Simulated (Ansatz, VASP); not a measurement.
## Cs in VASP and in Ansatz

```
Cs
1.0
    -3.04252    3.04252    3.04252
     3.04252   -3.04252    3.04252
     3.04252    3.04252   -3.04252
Cs
1
Cartesian
  0.0000 0.0000 0.0000
```

Change from the starting cell: volume scaled by 1.02, crystal datasets.

Alike in both runs: task electric field gradients; functional LDA; k mesh 9 × 9 × 9; occupations fermi-dirac, width 0.05 eV; no spin polarisation.

|  | VASP | Ansatz |
| --- | --- | --- |
| version | VASP 6.6.1 | Ansatz 0.2.0 |
| potentials or method | VASP PAW LDA potentials, release 64 (Cs_sv), cutoff 520 eV | all-electron PAW with datasets made for the crystal, scalar-relativistic |

```tsv
	VASP	Ansatz	Ansatz less VASP
pressure (GPa)	-0.3	-0.3	+0.01
Vzz of the field gradient on the site that differs most (V/Å²)	0.0	0.0	0.00
```

Ansatz ran all-electron here, so the differences hold the error of VASP's frozen core and of both bases. Ansatz warned: «gradients_without_spin_orbit».

Spin-orbit coupling is left out, which matters for the levels of Cs.
